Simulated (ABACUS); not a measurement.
C:

```
C
1.0
     2.52210    0.00000    0.00000
    -1.26105    2.18420    0.00000
     0.00000    0.00000    8.23710
C
8
Direct
  0.66667 0.33333 0.84375
  0.33333 0.66667 0.34375
  0.66667 0.33333 0.65625
  0.33333 0.66667 0.15625
  0.00000 0.00000 0.90625
  0.00000 0.00000 0.40625
  0.00000 0.00000 0.59375
  0.00000 0.00000 0.09375
```

This is a hexagonal form of diamond, not graphite.

- Program: ABACUS 3.10.1
- Task: single point
- Functional: PBE
- Potentials or basis: PseudoDojo NC SR 0.4.1 PBE standard
- Cutoff: 1116 eV
- Density cutoff: 4463 eV
- Basis: plane waves
- k mesh: 12 × 12 × 4
- Occupations: fermi-dirac, width 0.05 eV
- Spin: no spin polarisation

On this cell: pressure 2.3 GPa; largest force 0.329 eV/Å; band gap on the k mesh 4.47 eV, indirect (least direct gap 5.22 eV).

The same run follows on a disturbed copy (atoms moved at random, drawn with an rms of 0.05 Å):

```xyz
8
Lattice="2.5221 0.0000 0.0000 -1.2611 2.1842 0.0000 0.0000 0.0000 8.2371" Properties=species:S:1:pos:R:3 pbc="T T T"
C     1.2903    0.7669    6.9884
C    -0.0053    1.4879    2.8404
C     1.2448    0.6793    5.3775
C     0.0260    1.4409    1.2611
C     0.0012    0.0055    7.5086
C    -0.0189   -0.0097    3.2658
C     0.0272    0.0316    4.8588
C     0.0117    0.0005    0.7466
```

What changes?

The energy moves by +58.6 meV/atom; pressure 4.6 GPa; largest force 4.045 eV/Å; band gap on the k mesh 3.75 eV, indirect (least direct gap 4.22 eV).

Forces on the atoms (eV/Å):
```
C   -1.078 -1.564 -1.057
C   -0.340 -1.676 -2.604
C    1.902  2.775  0.677
C   -0.617  0.772  0.209
C    0.826  0.994 -1.852
C    0.874  1.664  3.582
C   -1.918 -2.505 -0.238
C    0.350 -0.459  1.283
```

Stress tensor (GPa, compression positive):
```
 1.57  1.00  0.97
 1.00  0.00  1.54
 0.97  1.54 12.30
```

A k mesh can miss the band edges.
